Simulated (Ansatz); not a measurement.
This Ansatz 0.2.0 run on KF needs a look.

File input.yaml:

```yaml
crystal:
  lattice:
    - [2.2812685, 0.0, 0.0]
    - [0.0, 2.2812685, 0.0]
    - [0.0, 0.0, 2.2812685]
  atoms:
    - { symbol: K, position: [0.005042, -0.03643, 0.002807], spin: 0.5 }
    - { symbol: F, position: [0.508276, 0.498005, 0.517753] }
hamiltonian:
  xc: pbe
  pseudopotentials: { kind: paw, partial_waves: polarizable }
  dispersion: d4
magnetization:
  spin_polarized: true
kpoints:
  mp_grid: { grid: [6, 6, 6] }
scf:
  occupations: { method: fermi_dirac, width: 0.1 }
  max_iter: 60
output:
  forces: true
  stress: true
relax:
  f_tol: 0.01
  max_steps: 40
```

Potentials or basis: Ansatz PAW polarizable.

Run with:

```console
$ ansatz run input.yaml --threads 1 --pin off --max-ram 2560MiB --backend cpu --events-out ev --progress --plain --runs-dir out
```

Output:

```text
Warning: output.stress: scf.convergence.dr2_threshold = 1e-7 eV (the SCF's general default) is looser than the 2e-10 eV advised for a printed stress (1e-10 eV for each atom of the cell: 2). What an SCF threshold leaves in a stress goes as its square root, and in the free energy as the threshold itself, and one threshold admits the most on a small cell: of the crystals measured, under no hybrid functional and no lock of the moments, on runs that ended without the residual-converged pass, on stresses that held no estimate of that error, the worst erred by over 100 MPa in a component at 1e-7 eV an atom and by under 5 at 1e-10. Every solve of this run answers to scf.convergence.dr2_threshold, and the tensor of one is reported: a single SCF on the reported geometry and on this run's grids (its basis.xc_grid and basis.ecutrho_ratio typed), with scf.convergence.dr2_threshold at 2e-10 eV or tighter, prints it and tightens no other solve. Else set scf.convergence.dr2_threshold to 2e-10 eV or tighter. The threshold is an SCF's pass mark: one that does not reach it within its budget of iterations ends unconverged, or closes short of it on a stop that the run arms, and scf.convergence.dr2_threshold's page says what that costs each kind of run
Warning: RAYON_NUM_THREADS=1 ignored (pool sized by the plan → 1); use --threads N
The last accepted step is kept in <dir> (removed where the run ends without a failure and the disk answers)
Engine: ansatz 0.2.0, x86_64-unknown-linux-gnu
Pseudopotentials: kind: paw
Pseudopotential: K, paw, valence charge 9, recommended cutoff 420 eV (normal), K.paw.azcp
Pseudopotential: F, paw, valence charge 7, recommended cutoff 420 eV (normal), F.paw.azcp
Functional definition: PBE
  parameter kappa = 0.804
  parameter beta = 0.06672455060314922
  exchange = pbe_x(kappa = kappa, mu = beta*pi^2/3)
  correlation = pbe_c(beta = beta)
[... 105 lines left out ...]
  E_smearing   = -0.000000  (= −TS)
  E_closure    = 0.000000  (closes the sum)
  Σ components = -2337.187466   (vs F -2337.187466, Δ=0.00e0)
--- Forces (eV/Å), atoms counted from 1 ---
  atom   1  K      0.00036968     0.00262372     0.00171126
  atom   2  F     -0.00044100    -0.00267379    -0.00177669
  max |Σ_I F_I| component: 7.13e-5 eV/Å
--- Stress (GPa, compression-positive) ---
      453.042727       0.000001       0.000001
        0.000001     453.042720       0.000005
        0.000001       0.000005     453.042724
  P = ⅓ Tr σ = 453.0427 GPa (4530.427 kbar)
--- Relaxed structure (4 steps of the walk, 4 accepted, 0 SCFs on fresh bases) ---
  F+E_penalty+E_count = -2337.18746582 eV   max|allowed force component| = 2.649e-3 eV/Å
  atoms:
    - { symbol: K, position: [0.006656448865700253, -0.019227880880692293, 0.010269771994585007] }
    - { symbol: F, position: [0.5066615511342998, 0.48080288088069223, 0.5102902280054151] }
```

Question: Diagnose the run.

Answer: The calculation finished and met its thresholds. The input holds a flaw that was put in on purpose: a lattice far too small (crystal.lattice = [[2.2812685, 0.0, 0.0], [0.0, 2.2812685, 0.0], [0.0, 0.0, 2.2812685]]). The program doesn't stop on it, so the numbers can't be trusted though the run ends normally.
